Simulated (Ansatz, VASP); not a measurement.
## Two plane-wave programs on SrO

INCAR

```
  ALGO = Normal
  EDIFF = 1E-7
  EDIFFG = -0.005
  ENCUT = 600
  GGA = PS
  IBRION = 2
  ISIF = 3
  ISMEAR = 0
  LASPH = T
  LCHARG = F
  LREAL = F
  LWAVE = F
  NELM = 100
  NSW = 100
  PREC = Accurate
  SIGMA = 0.02
```

The input KPOINTS:

```
k-points
0
Gamma
  9 9 4
```

POSCAR

```
SrO
1.0
    3.8644450000      0.0000000000      0.0000000000
   -1.9322230000      3.3467080000      0.0000000000
    0.0000000000      0.0000000000      6.3106120000
Sr O
2 2
Direct
    0.0000000000      0.0000000000      0.0000000000
    0.3333333300      0.6666666700      0.5000000000
    0.0000000000      0.0000000000      0.3750000000
    0.3333333300      0.6666666700      0.8750000000
```

Input for Ansatz:

```yaml
crystal:
  lattice:
    - [3.864445, 0.0, 0.0]
    - [-1.932223, 3.346708, 0.0]
    - [0.0, 0.0, 6.310612]
  atoms:
    - { symbol: Sr, position: [0.0, 0.0, 0.0] }
    - { symbol: O, position: [0.0, 0.0, 0.375] }
    - { symbol: Sr, position: [0.33333333, 0.66666667, 0.5] }
    - { symbol: O, position: [0.33333333, 0.66666667, 0.875] }
basis:
  ecutwfc: 420
kpoints:
  mp_grid: { grid: [9, 9, 4] }
hamiltonian:
  xc: pbesol
scf:
  occupations: { method: gaussian, width: 0.02 }
output:
  forces: true
  stress: true
  eigenvalues: true
relax:
  adjacent_minimum: "off"
  f_tol: 0.005
  max_steps: 80
  cell: { stress_tol: 0.05 }
```

The cell was built by a generator and needn't be a form met in nature.

Alike in both runs: task relaxation of cell and atoms; functional PBEsol; k mesh 9 × 9 × 4; occupations gaussian, width 0.02 eV; no spin polarisation.

|  | VASP | Ansatz |
| --- | --- | --- |
| version | VASP 6.6.1 | Ansatz 0.2.0 |
| potentials or method | VASP PAW PBE potentials, release 64 (Sr_sv, O) | scalar-relativistic, plane waves, PAW |
| plane-wave cutoff (eV) | 600 | 420 |
| valence electrons in the cell | 32 | 32 |

VASP gave:

```
gap on the k mesh at the Fermi level, each at its own relaxed structure (eV) : 2.57
relaxed volume (Å³/atom)                                                     : 19.98
relaxed cell length with the largest relative difference (Å)                 : 5.124
energy change over the relaxation (meV/atom)                                 : -90
```

Q: Estimate Ansatz's values.

A: gap on the k mesh at the Fermi level, each at its own relaxed structure (eV): 2.61; relaxed volume (Å³/atom): 19.84; relaxed cell length with the largest relative difference (Å): 5.110; energy change over the relaxation (meV/atom): -85.

Caveats: the PAW data sets were made with another functional, which shifts forces and pressure a little (VASP); an odd mesh through Γ misses points on the zone boundary, where band edges often lie. PBEsol gaps usually lie below the measured ones, often by a third to a half.
